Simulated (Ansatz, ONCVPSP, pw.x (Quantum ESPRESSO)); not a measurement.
# Equation-of-state test of one ONCV potential (lithium (Li))

```
Element                 : lithium
Generator               : ONCVPSP 4.0.1
Type                    : optimised norm-conserving Vanderbilt (ONCV)
Functional              : PBE
Relativity              : scalar-relativistic
Frozen core             : none
Valence charge          : 3
Reference configuration : 1s2 2s1
Partial waves           : 1s+2s: rc 1.35 bohr, ncon 4, nbas 7, qcut 9.1 1/bohr, 2 projectors; p scattering state at 0.33 Ha: rc 0.96 bohr, ncon 3, nbas 6, qcut 6.6 1/bohr, 2 projectors, debl 0.8 Ha; d scattering state at 0.43 Ha: rc 1.30 bohr, ncon 5, nbas 9, qcut 7.6 1/bohr, 2 projectors, debl 3.3 Ha
Local potential         : polynomial inside 0.96 bohr (lpopt 5, dvloc0 0 Ha)
Core correction         : none
```

Crystal test: fcc Li in pw.x 7.5, no spin, 13³ k-points, Fermi–Dirac smearing 0.01 Ry, cutoffs 85/340 Ry. The reference is all-electron LAPW (Ansatz 0.2.0) with the same functional, mesh and smearing; V0 and B0 come from Birch–Murnaghan fits to the pressures at five volumes. Errors are pseudo minus all-electron; Δ is the rms difference of the E(V) curves that follow from these fits, minima aligned, over ±6 % about the mean V0. Mesh and smearing are coarse, so the numbers serve the comparison and aren't converged zero-temperature values; the lattice is a test structure that the element need not adopt.

| V (Å³/atom) | P all-electron (GPa) | P pseudo (GPa) |
| --- | --- | --- |
| 19.331 | 0.71 | 0.72 |
| 19.839 | 0.31 | 0.33 |
| 20.348 | -0.05 | -0.03 |
| 20.857 | -0.37 | -0.36 |
| 21.365 | -0.66 | -0.65 |

All-electron: a0 = 4.329 Å (V0 = 20.28 Å³/atom), B0 = 13.7 GPa.

Pseudopotential: mean pressure error (GPa): +0.01; a0 (Å): 4.330; a0 error (%): +0.03; B0 error (%): -0.1; Δ (meV/atom): 0.1.

**Question.** At the middle volume, how do free energy and pressure move when the wave cutoff is lowered (ecutrho kept at four times it)?

**Answer.**

| cutoff (Ry) | shift of F (meV/atom) | shift of P (GPa) |
| --- | --- | --- |
| 38 | +1944.3 | -51.45 |
| 51 | +281.9 | -12.43 |
| 68 | +9.3 | -0.81 |

The run at the middle volume (84 k-points, 5 iterations) took about 8.8 s on one core of a shared host (Intel(R) Xeon(R) 6975P-C, 192 threads, 378 GiB, load 114).
